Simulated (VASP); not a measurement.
Here is a VASP 6.6.1 calculation.

INCAR

```
PREC = Accurate ; ENCUT = 500
EDIFF = 1E-6 ; ISMEAR = 0
SIGMA = 0.02 ; LREAL = F
LASPH = T ; NELM = 100
ALGO = Normal ; ISIF = 2
LWAVE = F ; LCHARG = F
GGA = PE
```

KPOINTS

```
regular mesh
0
Gamma
  8 8 8
```

File POSCAR:

```
PbSe
1.0
    0.0000000000      3.0606500000      3.0606500000
    3.0606500000      0.0000000000      3.0606500000
    3.0606500000      3.0606500000      0.0000000000
Pb Se
1 1
Cartesian
    0.0000000000      0.0000000000      0.0000000000
    3.0606500000      3.0606500000      3.0606500000
```

Potentials or basis: VASP PAW PBE potentials, release 64 (Pb, Se).

The run is started by

```console
$ cat potpaw_PBE.64/Pb/POTCAR potpaw_PBE.64/Se/POTCAR > POTCAR
$ mpirun -np 1 vasp_std > vasp.out
```

Q: Predict the band gap on the k mesh.

A: 0.29 eV, direct.

Q: Estimate the pressure.

A: 2.2 GPa.

Caveat: spin-orbit coupling is left out, which as a rule narrows the gap of such compounds by several tenths of an eV.

**Experimental background.**

From a printed reference work, monograph, for a bulk crystal of PbSe at 4.2 K: band gap 0.15 eV (direct).

A measured gap of PbSe is 0.15 eV (direct; 4.2 K; a printed reference work, monograph); the calculated 0.29 eV misses it by +0.14 eV. 2 values of this kind are on record (0.15 to 0.28 eV); this one was drawn at random. Spin-orbit coupling on Pb, Se is left out. The value is that of PBE on a finite k mesh, which can miss the band edges, without temperature or zero-point motion.
